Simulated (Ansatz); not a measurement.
# BN (R3m) in Ansatz: notebook

Runs on BN. Level: PBEsol. Tasks: single point.

Program: Ansatz 0.2.0. These are calculated values, not measurements. Logs are shortened: lines on timing, memory, paths and dates and some standing lists are left out, and cuts for length are marked.

### 1 Starting point

The structure is trigonal, space group R3m (No. 160). Conventional cell: a = 2.502 Å, b = 2.502 Å, c = 10.119 Å, α = 90.00°, β = 90.00°, γ = 120.00°. Around N (site symmetry 3m) lie 3 B at 1.44 Å. B (site symmetry 3m) has 3 N at 1.44 Å as nearest neighbours.

The cell is a database's computed one.

### 2 Single point, PBEsol, 8.60 Å³/atom (volume scaled by 0.94)

input.yaml

```yaml
crystal:
  lattice:
    - [1.2255815191, 0.70758982, 3.3040796871]
    - [-1.2255815191, 0.70758982, 3.3040796871]
    - [0.0, -1.4151796399, 3.3040796871]
  atoms:
    - { symbol: "N", position: [0.6672382, 0.6672382, 0.6672382] }
    - { symbol: B, position: [0.0003288, 0.0003288, 0.0003288] }
kpoints:
  mp_grid: { grid: [12, 12, 12] }
scf:
  occupations: { method: fermi_dirac, width: 0.05 }
hamiltonian:
  xc: pbesol
  pseudopotentials: { kind: all_electron, lapw: { basis_error: 0.0005 } }
output:
  forces: true
  stress: true
  eigenvalues: true
```

Potentials or basis: all-electron LAPW, scalar-relativistic.

On the command line:

```sh
ansatz run input.yaml --threads 1 --pin off --max-ram 3072MiB --backend cpu --events-out ev --progress --plain --runs-dir out
```

The program printed:

```text
Warning: RAYON_NUM_THREADS=1 ignored (pool sized by the plan → 1); use --threads N
LAPW: plane waves up to 12.516 Å⁻¹, error target 5.0e-4 eV per atom; small_component_spin mean_spin; B in spheres of 0.673 Å, 5 of its electrons in bands, Dirac shells []; N in spheres of 0.743 Å, 7 of its electrons in bands, Dirac shells [] (how accurate: hamiltonian.pseudopotentials.lapw.basis_error, Limitations)
Engine: ansatz 0.2.0, x86_64-unknown-linux-gnu
Pseudopotentials: kind: all_electron
Pseudopotential: N, LAPW, valence charge 7, lapw/all_electron/scalar/gaussian/N, Koelling and Harmon's equation, gaussian nucleus
Pseudopotential: B, LAPW, valence charge 5, lapw/all_electron/scalar/gaussian/B, Koelling and Harmon's equation, gaussian nucleus
Functional definition: PBEsol
  exchange = pbesol_x
  correlation = pbesol_c
Crystal: 2 atoms, lattice volume = 17.192 Å³
Basis set: ecut = 596.859848236567 eV, 565 PW (Γ), FFT grids on a1−a3, a2−a3, a3, exchange–correlation at level 2
Bands: 10, of which v1, the nominal top of the filled ones, is band 6 counted from 1 (5 counted from 0)
Symmetry: 6 space group operations
Space group: R3m (ITA 160), of the structure as read, at distance tolerance 2.6e-5 Å
k-points: 189 of 1728 (time reversal used)
Non-local potential: N, projectors of the file, none
Non-local potential: B, projectors of the file, none
Initial density: superposition of atomic densities (chi_scale 0.1, normalization cell, long waves kept (reshape's long-wave potential 0.00 eV rms))
Initial wavefunctions: plane waves of lowest kinetic energy (no species holds an atomic orbital)
Functional: x = pbesol(κ = 0.804, μ = 0.12345679012345678), c = pbesol(β = 0.046)
iter 1 solved again at ethr=3.80e-2 eV; its pass at ethr=1.00e-1 eV (dr2=4.57e0 eV) is discarded
SCF iter   1: F=—  HF=-2162.128350 eV  |F-HF|=—  |Δ(HF+E_count)|=         —  Δρ=1.65e-1  dr2=4.57e0  ethr=3.80e-2  ⟨swp⟩=2.0  Hψ=13444  notcnv=0
preconditioner: auto → none  [insulator: Δε(μ)=6.159 eV  Ē_g=20.645 eV  σ=0.050 eV  W_gap=1.00  n_scr=2 (ndim 8)  ℏωp=25.3 eV  f_vac=0.000  D(μ)=0.00/eV (n_scr^D=0)  ε∞_Penn≈2.5]
iter 2 solved again at ethr=2.96e-3 eV; its pass at ethr=3.80e-2 eV (dr2=3.55e-1 eV) is discarded
SCF iter   2: F=—  HF=-2160.324884 eV  |F-HF|=—  |Δ(HF+E_count)|=    1.80e0  Δρ=5.97e-2  dr2=3.55e-1  ethr=2.96e-3  ⟨swp⟩=2.0  Hψ=10431  notcnv=0
SCF iter   3: F=—  HF=-2160.159224 eV  |F-HF|=—  |Δ(HF+E_count)|=   1.66e-1  Δρ=2.27e-2  dr2=5.86e-2  ethr=2.96e-3  ⟨swp⟩=3.0  Hψ=5406  notcnv=0
SCF iter   4: F=—  HF=-2160.143277 eV  |F-HF|=—  |Δ(HF+E_count)|=         —  Δρ=5.76e-3  dr2=3.13e-3  ethr=4.89e-4  ⟨swp⟩=3.0  Hψ=5335  notcnv=0
the basis was enlarged: its passes take 68.5 KiB over the memory plan, 1 of 1 planned eigensolver slots
SCF iter   5: F=—  HF=-2160.142949 eV  |F-HF|=—  |Δ(HF+E_count)|=   3.28e-4  Δρ=6.68e-4  dr2=3.91e-5  ethr=2.61e-5  ⟨swp⟩=3.0  Hψ=5210  notcnv=0
SCF iter   6: F=—  HF=-2160.142953 eV  |F-HF|=—  |Δ(HF+E_count)|=   4.18e-6  Δρ=4.47e-5  dr2=1.54e-7  ethr=3.26e-7  ⟨swp⟩=3.0  Hψ=4778  notcnv=0
SCF iter   7: F=-2160.142953 eV  HF=-2160.142953 eV  |F-HF|=1.61e-9  |Δ(HF+E_count)|=   1.06e-7  Δρ=3.26e-6  dr2=2.47e-9  ethr=1.29e-9  ⟨swp⟩=3.0  Hψ=4704  notcnv=0
SCF 1 converged in 7 iterations: F = -2160.142953 eV  dr2 = 2.47e-9
SCF converged after 7 iterations
Free energy (F): -2160.142953 eV
Harris-Foulkes:  -2160.142953 eV  (|F-HF|=1.61e-9)
Internal energy: -2160.142953 eV  (E = F + TS)
E sigma→0 (E₀):  -2160.142953 eV
Fermi energy:    7.442637 eV
--- Per-component energies (eV) ---
  E_band       = -1080.226474
  E_kinetic    = 2157.561948
  E_xc         = -291.460920
  E_electrostatic = -4026.243982  (all electrons and nuclei)
  E_smearing   = -0.000000  (= −TS)
  E_closure    = 0.000000  (closes the sum)
  E_atoms      = -2141.847337  (free atoms, spherical and without spin; not in F)
  Σ components = -2160.142953   (vs F -2160.142953, Δ=0.00e0)
  Basis errors (estimates in eV, not in F): energy 3.1e-4 per atom: plane waves 2.9e-4 (1.9e-4 summed), levels above the bands 1.8e-121, relativity 1.5e-8, radial functions 1.9e-5, core shells 0.0e0; eigenvalues (radial functions only) 2.6e-6; not estimated: angular momenta, meshes, grids; target (lapw.basis_error) 5.0e-4; muffin-tin radii B 0.673 Å, N 0.743 Å
--- Forces (eV/Å), atoms counted from 1 ---
  atom   1  N     -0.00000000     0.00000000     0.00212512
  atom   2  B      0.00000000    -0.00000000    -0.00207438
  max |Σ_I F_I| component: 5.07e-5 eV/Å
--- Stress (GPa, compression-positive) ---
       25.533171       0.000000      -0.000000
        0.000000      25.533171      -0.000000
       -0.000000      -0.000000       0.975689
  P = ⅓ Tr σ = 17.3473 GPa (173.473 kbar)
--- Band table (eV; the first three rows and the last of 189) ---
  k-point 0: bands = ["-367.2933", "-164.8898", "-12.8597", "0.8266", "4.0789", "4.0789", "10.3419", "17.4389", "17.4389", "19.1551"]
  k-point 1: bands = ["-367.2933", "-164.8898", "-12.7147", "0.9830", "3.4950", "3.8028", "10.6281", "17.3656", "18.0710", "18.6405"]
  k-point 2: bands = ["-367.2933", "-164.8897", "-12.2871", "1.4408", "2.0292", "3.1328", "11.3934", "17.1445", "17.3595", "19.7877"]
  k-point 188: bands = ["-367.2933", "-164.8898", "-12.5533", "-1.3417", "4.0597", "4.0597", "15.6749", "17.3601", "17.3601", "18.6447"]
```

It took 32 s on 1 thread of Intel Xeon Platinum 8375C at 2.90GHz (Ice Lake), shared host; peak memory 0.5 GiB.

Results:

```yaml
Free_energy: -2160.1430 eV
Pressure: 17.3 GPa
Band_gap_on_the_k_mesh: 4.25 eV, indirect (least direct gap 4.79 eV)
```

### 3 Single point, PBEsol, 8.78 Å³/atom (volume scaled by 0.96)

Changes to input.yaml since step 2:

```diff
@@ -2,5 +2,5 @@
   lattice:
-    - [1.2255815191, 0.70758982, 3.3040796871]
-    - [-1.2255815191, 0.70758982, 3.3040796871]
-    - [0.0, -1.4151796399, 3.3040796871]
+    - [1.2342126593, 0.712573011, 3.3273486205]
+    - [-1.2342126593, 0.712573011, 3.3273486205]
+    - [0.0, -1.4251460221, 3.3273486205]
   atoms:
```

Potentials or basis: all-electron LAPW, scalar-relativistic.

On the command line:

```sh
ansatz run input.yaml --threads 1 --pin off --max-ram 3072MiB --backend cpu --events-out ev --progress --plain --runs-dir out
```

Run time: 31 s. Hardware: 1 thread of Intel Xeon Platinum 8375C at 2.90GHz (Ice Lake), shared host; peak memory 0.5 GiB.

It converged, with:

- Free energy: -2160.1755 eV
- Pressure: 11.3 GPa
- Band gap on the k mesh: 4.23 eV, indirect (least direct gap 4.74 eV)

### 4 Single point, PBEsol, 8.96 Å³/atom (volume scaled by 0.98)

Changes to input.yaml since step 3:

```diff
@@ -2,5 +2,5 @@
   lattice:
-    - [1.2342126593, 0.712573011, 3.3273486205]
-    - [-1.2342126593, 0.712573011, 3.3273486205]
-    - [0.0, -1.4251460221, 3.3273486205]
+    - [1.2427247397, 0.717487463, 3.3502965776]
+    - [-1.2427247397, 0.717487463, 3.3502965776]
+    - [0.0, -1.434974926, 3.3502965776]
   atoms:
```

On the command line:

```sh
ansatz run input.yaml --threads 1 --pin off --max-ram 3072MiB --backend cpu --events-out ev --progress --plain --runs-dir out
```

It took 32 s on 1 thread of Intel Xeon Platinum 8375C at 2.90GHz (Ice Lake), shared host; peak memory 0.49 GiB.

The run converged. Its results:

```
Free energy            : -2160.1949 eV
Pressure               : 5.7 GPa
Band gap on the k mesh : 4.21 eV, indirect (least direct gap 4.69 eV)
```

### 5 Single point, PBEsol, 9.14 Å³/atom

Changes to input.yaml since step 4:

```diff
@@ -2,5 +2,5 @@
   lattice:
-    - [1.2427247397, 0.717487463, 3.3502965776]
-    - [-1.2427247397, 0.717487463, 3.3502965776]
-    - [0.0, -1.434974926, 3.3502965776]
+    - [1.2511217832, 0.7223354983, 3.3729344033]
+    - [-1.2511217832, 0.7223354983, 3.3729344033]
+    - [0.0, -1.4446709966, 3.3729344033]
   atoms:
```

On the command line:

```sh
ansatz run input.yaml --threads 1 --pin off --max-ram 3072MiB --backend cpu --events-out ev --progress --plain --runs-dir out
```

Wall time 32 s (1 thread of Intel Xeon Platinum 8375C at 2.90GHz (Ice Lake), shared host); peak memory 0.49 GiB.

Results (log left out):

- Free energy: -2160.2021 eV
- Pressure: 0.7 GPa
- Band gap on the k mesh: 4.18 eV, indirect (least direct gap 4.64 eV)

### 6 Single point, PBEsol, 9.33 Å³/atom (volume scaled by 1.02)

Changes to input.yaml since step 5:

```diff
@@ -2,5 +2,5 @@
   lattice:
-    - [1.2511217832, 0.7223354983, 3.3729344033]
-    - [-1.2511217832, 0.7223354983, 3.3729344033]
-    - [0.0, -1.4446709966, 3.3729344033]
+    - [1.2594075994, 0.7271193165, 3.3952723682]
+    - [-1.2594075994, 0.7271193165, 3.3952723682]
+    - [0.0, -1.454238633, 3.3952723682]
   atoms:
```

Potentials or basis: all-electron LAPW, scalar-relativistic.

On the command line:

```sh
ansatz run input.yaml --threads 1 --pin off --max-ram 3072MiB --backend cpu --events-out ev --progress --plain --runs-dir out
```

Run time: 30 s. Hardware: 1 thread of Intel Xeon Platinum 8375C at 2.90GHz (Ice Lake), shared host; peak memory 0.49 GiB.

Results (log left out):

```
Free energy            : -2160.1984 eV
Pressure               : -3.9 GPa
Largest force          : 0.004 eV/Å
Band gap on the k mesh : 4.16 eV, indirect (least direct gap 4.59 eV)
```

### 7 Single point, PBEsol, 9.51 Å³/atom (volume scaled by 1.04)

Changes to input.yaml since step 6:

```diff
@@ -2,5 +2,5 @@
   lattice:
-    - [1.2594075994, 0.7271193165, 3.3952723682]
-    - [-1.2594075994, 0.7271193165, 3.3952723682]
-    - [0.0, -1.454238633, 3.3952723682]
+    - [1.2675858, 0.7318410028, 3.4173202092]
+    - [-1.2675858, 0.7318410028, 3.4173202092]
+    - [0.0, -1.4636820056, 3.4173202092]
   atoms:
```

On the command line:

```sh
ansatz run input.yaml --threads 1 --pin off --max-ram 3072MiB --backend cpu --events-out ev --progress --plain --runs-dir out
```

Run time: 29 s. Hardware: 1 thread of Intel Xeon Platinum 8375C at 2.90GHz (Ice Lake), shared host; peak memory 0.5 GiB.

Results (log left out):

```yaml
Free_energy: -2160.1846 eV
Pressure: -8.1 GPa
Largest_force: 0.005 eV/Å
Band_gap_on_the_k_mesh: 4.14 eV, indirect (least direct gap 4.54 eV)
```

### 8 Single point, PBEsol, 9.69 Å³/atom (volume scaled by 1.06)

Changes to input.yaml since step 7:

```diff
@@ -2,5 +2,5 @@
   lattice:
-    - [1.2675858, 0.7318410028, 3.4173202092]
-    - [-1.2675858, 0.7318410028, 3.4173202092]
-    - [0.0, -1.4636820056, 3.4173202092]
+    - [1.2756598126, 0.7365025362, 3.4390871668]
+    - [-1.2756598126, 0.7365025362, 3.4390871668]
+    - [0.0, -1.4730050723, 3.4390871668]
   atoms:
```

On the command line:

```sh
ansatz run input.yaml --threads 1 --pin off --max-ram 3072MiB --backend cpu --events-out ev --progress --plain --runs-dir out
```

Run time: 31 s. Hardware: 1 thread of Intel Xeon Platinum 8375C at 2.90GHz (Ice Lake), shared host; peak memory 0.49 GiB.

Results (log left out):

* Free energy: -2160.1616 eV
* Pressure: -12.0 GPa
* Largest force: 0.007 eV/Å
* Band gap on the k mesh: 4.11 eV, indirect (least direct gap 4.49 eV)

### 9 The reference run

An earlier run on the cell as given: functional PBEsol; potentials or basis all-electron LAPW, scalar-relativistic; cutoff 525 eV (chosen from the basis error); basis error allowed 0.001 eV/atom; k mesh 12 × 12 × 12; occupations fermi-dirac, width 0.05 eV; no spin polarisation.

- Pressure: 0.7 GPa
- Band gap on the k mesh: 4.18 eV, indirect (least direct gap 4.64 eV)
- Loewdin charges: N -0.36; B +0.42 e
